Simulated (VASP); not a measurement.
From an Ansatz input to VASP: CaO (strained rocksalt)

Ansatz input

```yaml
crystal:
  lattice:
    - [0.0, 2.4455011158, 2.3735746124]
    - [2.4455011158, 0.0, 2.3735746124]
    - [2.4455011158, 2.4455011158, 0.0]
  atoms:
    - { symbol: Ca, position: [0.0, 0.0, 0.0] }
    - { symbol: O, position: [0.5, 0.5, 0.5] }
kpoints:
  mp_grid: { grid: [10, 10, 10] }
  band_path:
    path:
      - [0.0, 0.0, 0.0]
      - [0.5, 0.0, 0.5]
      - [0.625, 0.25, 0.625]
      - [0.375, 0.375, 0.75]
      - [0.5, 0.5, 0.5]
      - [0.5, 0.25, 0.75]
      - [0.5, 0.5, 0.0]
    npoints: 1
hamiltonian:
  xc: r2scan
scf:
  occupations: { method: fixed }
  n_extra_bands: 4
output:
  forces: true
  stress: true
  eigenvalues: true
```

Write VASP inputs for this cell and level of theory.



INCAR

```
ENCUT = 520
METAGGA = R2SCAN
NBANDS = 15
EDIFF = 1E-7
LREAL = .FALSE.
ISMEAR = 0
NELM = 120
ISIF = 2
NSW = 0
IBRION = -1
LCHARG = .FALSE.
LWAVE = .FALSE.
LASPH = .TRUE.
PREC = Accurate
ALGO = Normal
SIGMA = 0.01
```

KPOINTS

```
KPOINTS created by Atomic Simulation Environment
0
Gamma
10 10 10
0 0 0
```

KPOINTS_OPT

```
special points
7
Reciprocal
0.0000000000 0.0000000000 0.0000000000 1
0.5000000000 0.0000000000 0.5000000000 1
0.6250000000 0.2500000000 0.6250000000 1
0.3750000000 0.3750000000 0.7500000000 1
0.5000000000 0.5000000000 0.5000000000 1
0.5000000000 0.2500000000 0.7500000000 1
0.5000000000 0.5000000000 0.0000000000 1
```

POSCAR

```
Ca O
 1.0000000000000000
     0.0000000000000000    2.4455011158000000    2.3735746124000001
     2.4455011158000000    0.0000000000000000    2.3735746124000001
     2.4455011158000000    2.4455011158000000    0.0000000000000000
 Ca  O
   1   1
Cartesian
  0.0000000000000000  0.0000000000000000  0.0000000000000000
  2.4455011158000000  2.4455011158000000  2.3735746124000001
```

VASP ran with the recommended PBE PAW datasets (16 valence electrons in the cell). Other inputs would serve too.

|  | Ansatz | VASP |
| --- | --- | --- |
| gap between bands v and c | 4.09 eV | 4.08 eV |
| least direct gap | 4.57 eV | 4.55 eV |
| pressure | -3.0 GPa | -2.1 GPa |

Datasets and cutoffs are each program's own. VASP's cell holds 16 valence electrons and Ansatz's 16. Ansatz's stress includes a Pulay correction; VASP's doesn't.
